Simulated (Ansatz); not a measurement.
# Ga2CuAs2: the cost of one run

Method: DFT PBE+D3(BJ), scalar-relativistic, plane waves, PAW, in Ansatz 0.2.0.

2 further runs of the same task are left out: 2 set aside as unsound or not needed.

### 1 The starting structure

It takes space group F-43m (No. 216, cubic). The conventional cell has a = 5.676 Å, b = 5.676 Å, c = 5.676 Å, α = 90.00°, β = 90.00°, γ = 90.00°. Around Ga (site symmetry -43m) lie 4 As at 2.46 Å. As (site symmetry -43m) is surrounded by 4 Ga at 2.46 Å.

As a file:

```cif
data_structure
_symmetry_space_group_name_H-M 'P 1'
_symmetry_Int_Tables_number 1
_cell_length_a 4.0137
_cell_length_b 4.0137
_cell_length_c 4.0137
_cell_angle_alpha 60.000
_cell_angle_beta 60.000
_cell_angle_gamma 60.000
_cell_volume 45.72
loop_
_atom_site_label
_atom_site_type_symbol
_atom_site_fract_x
_atom_site_fract_y
_atom_site_fract_z
_atom_site_occupancy
Ga1 Ga 0.00000 0.00000 0.00000 1
As1 As 0.75000 0.75000 0.75000 1
```

This cell was relaxed beforehand with the same method: volume 22.86 Å³/atom, gap on the mesh 0.43 eV.

### 4 Plan of the scan

Atoms count from 1 in the order of the input.

Cu is moved over the surface cell at a fixed height above a rigid substrate; the origin of the map has the adsorbate above Ga4; the height is held at 2.50 Å.

First coordinate, position of Cu5 along the first surface vector, from above Ga4: 4 values from 0.00 to 0.75, periodic. Second coordinate, position of Cu5 along the second surface vector, from above Ga4: 4 values from 0.00 to 0.75, periodic.

Nothing else is relaxed. Points are written as (first, second).

The two vectors of the plane (Å): (4.014, 0.000, 0.000); (0.000, 4.014, 0.000).

(The set-up runs are not shown.)

### 5 Grid point (0/4, 0/4) of the map's two axes

Input file input.yaml:

```yaml
crystal:
  lattice:
    - [4.0137031116, 0.0, 0.0]
    - [0.0, 4.0137031116, 0.0]
    - [0.0, 0.0, 21.7700524439]
  atoms:
    - { symbol: As, position: [0.0, 0.5, 0.1837386479] }
    - { symbol: Ga, position: [0.5, 0.5, 0.2489226132] }
    - { symbol: As, position: [0.5, 0.0, 0.3197960118] }
    - { symbol: Ga, position: [0.0, 0.0, 0.3844755297] }
    - { symbol: Cu, position: [0.0, 0.0, 0.4993121846], spin: 1.0 }
basis:
  ecutwfc: 420
kpoints:
  mp_grid: { grid: [7, 7, 1] }
hamiltonian:
  xc: pbe
  pseudopotentials: { kind: paw, azcp: { folder: soft_1 } }
  dispersion: d3bj
scf:
  occupations: { method: gaussian, width: 0.05 }
output:
  forces: true
  eigenvalues: true
  populations: true
magnetization:
  spin_polarized: true
efield:
  axis: 3
  dipole_correction: true
  ramp_width: 0.04
```

Run with:

```console
ansatz run input.yaml --threads 1 --pin off --max-ram 3072MiB --backend cpu --events-out ev --progress --plain --runs-dir out
```

**Question.** How long does this run take on 1 thread of AMD EPYC 7R43 (Zen 3), shared host, and how much memory does it need?

About 2.8 min, with a peak of 0.76 GiB.
